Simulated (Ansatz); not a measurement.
Pb:

```
Pb
1.0
     0.00000    3.43900    3.43900
     3.43900    0.00000    3.43900
     3.43900    3.43900    0.00000
Pb
2
Direct
  0.25000 0.25000 0.25000
  0.00000 0.00000 0.00000
```

This isn't the form of Pb at room conditions, which is fcc.

A run of Ansatz 0.2.0 on this cell left the log below. Logs are shortened: lines on timing, memory, paths and dates and some standing lists are left out, and cuts for length are marked.

```text
Warning: RAYON_NUM_THREADS=1 ignored (pool sized by the plan → 1); use --threads N
The last accepted step is kept in <dir> (removed where the run ends without a failure and the disk answers)
LAPW: plane waves up to 8.085 Å⁻¹, error target 1.0e-3 eV per atom; small_component_spin mean_spin; Pb in spheres of 1.444 Å, 36 of its electrons in bands, Dirac shells [] (how accurate: hamiltonian.pseudopotentials.lapw.basis_error, Limitations)
Engine: ansatz 0.2.0, aarch64-unknown-linux-gnu
Pseudopotentials: kind: all_electron
Pseudopotential: Pb, LAPW, valence charge 36, lapw/all_electron/scalar/gaussian/Pb, Koelling and Harmon's equation, gaussian nucleus
Functional definition: SPW92
  exchange = slater_x
  correlation = pw_c
Crystal: 2 atoms, lattice volume = 81.344 Å³
Basis set: ecut = 249.01967255161068 eV, 725 PW (Γ), exchange–correlation at level 2
Bands: 44, of which v1, the nominal top of the filled ones, is band 36 counted from 1 (35 counted from 0)
Symmetry: 48 space group operations
Space group: Fd-3m (ITA 227), of the structure as read, at distance tolerance 4.3e-5 Å
k-points: 20 of 343
Non-local potential: Pb, projectors of the file, none
Initial density: superposition of atomic densities (chi_scale 0.1, normalization cell)
Initial wavefunctions: plane waves of lowest kinetic energy (no species holds an atomic orbital)
Functional: x = slater, c = lda
iter 1 solved again at ethr=1.97e-4 eV; its pass at ethr=1.00e-1 eV (dr2=1.42e-1 eV) is discarded
SCF iter   1: F=—  HF=-1135524.957684 eV  |F-HF|=—  |Δ(HF+E_count)|=         —  Δρ=1.14e-2  dr2=1.43e-1  ethr=1.97e-4  ⟨swp⟩=2.8  Hψ=5375  notcnv=0
preconditioner: auto → none  [metal: Δε(μ)=0.074 eV  Ē_g=19.086 eV  σ=0.050 eV  W_gap=0.35  n_scr=26 (ndim 8)  ℏωp=21.8 eV  f_vac=0.328  D(μ)=0.81/eV (n_scr^D=0)  sad-step TF]
SCF iter   2: F=—  HF=-1135524.926788 eV  |F-HF|=—  |Δ(HF+E_count)|=   3.09e-2  Δρ=8.11e-3  dr2=9.62e-2  ethr=1.97e-4  ⟨swp⟩=2.0  Hψ=2464  notcnv=0
iter 3 solved again at ethr=2.05e-6 eV; its pass at ethr=1.34e-4 eV (dr2=1.47e-3 eV) is discarded
SCF iter   3: F=—  HF=-1135524.903677 eV  |F-HF|=—  |Δ(HF+E_count)|=   2.31e-2  Δρ=1.44e-3  dr2=1.47e-3  ethr=2.05e-6  ⟨swp⟩=2.0  Hψ=4440  notcnv=0
[... 41 lines left out ...]
SCF iter   1: F=—  HF=-1135524.878842 eV  |F-HF|=—  |Δ(HF+E_count)|=         —  Δρ=2.65e-6  dr2=4.63e-9  ethr=6.43e-12  ⟨swp⟩=4.5  Hψ=4390  notcnv=0  reapply=1
preconditioner: auto → none  [metal: Δε(μ)=0.070 eV  Ē_g=19.496 eV  σ=0.050 eV  W_gap=0.34  n_scr=26 (ndim 8)  ℏωp=22.6 eV  f_vac=0.335  D(μ)=0.80/eV (n_scr^D=0)]
SCF iter   2: F=-1135524.878842 eV  HF=-1135524.878842 eV  |F-HF|=4.66e-10  |Δ(HF+E_count)|=   1.82e-8  Δρ=1.17e-6  dr2=1.73e-9  ethr=6.43e-12  ⟨swp⟩=3.0  Hψ=2538  notcnv=0
SCF 5 converged in 2 iterations: F = -1135524.878842 eV  dr2 = 1.73e-9
relax step   5: F+E_penalty+E_count = -1135524.87884232 eV  Δ(F+E_penalty+E_count) = -1.388e-7 eV  max|allowed force component| = 4.301e-18 eV/Å  Δτ_max = 0.0000 Å  P = +1.991 GPa  Ω = 75.567 Å³  stress off target by 8.83e-3 GPa  SCF on the basis re-selected at this cell (its energy is not comparable with the rows above)  (2 SCF iters)
basis re-selected at this cell: Δ(F+E_penalty+E_count) = -1.388e-7 eV, ΔP = +0.000 GPa vs the last step (what re-selecting the basis moved, after the strain that the cell walked since its last selection, with what the two solves' SCF thresholds leave and, on support functions, any second-order correction that the steps lacked; it is no measure of the basis error at this ecutwfc). This SCF's stress stands 8.83e-3 GPa from its target on what of the cell is left free (relax.cell.stress_tol is 5.00e-2 GPa) and its largest allowed force component is 4.30e-18 eV/Å (relax.f_tol is 5.00e-3 eV/Å): within both
SCF converged after 2 iterations
Free energy (F): -1135524.878842 eV
Harris-Foulkes:  -1135524.878842 eV  (|F-HF|=4.66e-10)
Internal energy: -1135524.872886 eV  (E = F + TS)
E sigma→0 (E₀):  -1135524.875864 eV
Entropy (-TS):   -0.005956 eV (-2.978 meV/atom)
Fermi energy:    11.385070 eV
--- Per-component energies (eV) ---
  E_band       = -4704.484315
  E_kinetic    = 1308866.235429
  E_xc         = -20548.896916
  E_electrostatic = -2423842.211399  (all electrons and nuclei)
  E_smearing   = -0.005956  (= −TS)
  E_closure    = 0.000000  (closes the sum)
  E_atoms      = -1135517.016849  (free atoms, spherical and without spin; not in F)
  Σ components = -1135524.878842   (vs F -1135524.878842, Δ=0.00e0)
  Basis errors (estimates in eV, not in F): energy 4.6e-4 per atom: plane waves 4.3e-4 (2.5e-4 summed), levels above the bands 3.7e-66, relativity 1.7e-8, radial functions 2.7e-5, core shells 1.1e-6; eigenvalues (radial functions only) 2.1e-7; not estimated: angular momenta, meshes, grids; target (lapw.basis_error) 1.0e-3; muffin-tin radii Pb 1.409 Å
--- Forces (eV/Å), atoms counted from 1 ---
  atom   1  Pb     0.00000000    -0.00000000    -0.00000000
  atom   2  Pb    -0.00000000     0.00000000     0.00000000
  max |Σ_I F_I| component: 2.02e-18 eV/Å
--- Stress (GPa, compression-positive) ---
        1.991167       0.000000      -0.000000
        0.000000       1.991167       0.000000
       -0.000000       0.000000       1.991167
  P = ⅓ Tr σ = 1.9912 GPa (19.912 kbar)
--- Relaxed structure (4 steps of the walk, 4 accepted, 1 SCFs on fresh bases) ---
  F+E_penalty+E_count = -1135524.87884232 eV   max|allowed force component| = 4.301e-18 eV/Å   (the final SCF, on the basis selected at the relaxed cell)
  cell:  # Å, volume = 75.5674 Å³
    - [4.999833807278799e-34, 3.3555848864293836, 3.3555848864293836]
    - [3.3555848864293836, 6.050754289063514e-34, 3.3555848864293836]
    - [3.3555848864293836, 3.3555848864293836, -4.617680904811629e-34]
  atoms:
    - { symbol: Pb, position: [0.25, 0.25, 0.25] }
    - { symbol: Pb, position: [-3.704339606199638e-35, 3.7626756629901834e-35, 2.7709626975509103e-35] }
```

Question: Write the input and the command behind it.

Answer: Relaxation of cell and atoms with LDA, no spin polarisation. The files as run (others can give the same):

input.yaml
```yaml
crystal:
  lattice:
    - [0.0, 3.4390000555, 3.4390000555]
    - [3.4390000555, 0.0, 3.4390000555]
    - [3.4390000555, 3.4390000555, 0.0]
  atoms:
    - { symbol: Pb, position: [0.25, 0.25, 0.25] }
    - { symbol: Pb, position: [0.0, 0.0, 0.0] }
kpoints:
  mp_grid: { grid: [7, 7, 7] }
scf:
  occupations: { method: fermi_dirac, width: 0.05 }
hamiltonian:
  xc: lda
  pseudopotentials: { kind: all_electron, lapw: { basis_error: 0.001 } }
output:
  forces: true
  stress: true
relax:
  f_tol: 0.005
  max_steps: 60
  cell: { p_target: 2.0 }
```

Potentials or basis: all-electron LAPW, scalar-relativistic.
Run with:
```bash
$ ansatz run input.yaml --threads 1 --pin off --max-ram 3072MiB --backend cpu --events-out ev --progress --plain --runs-dir out
```
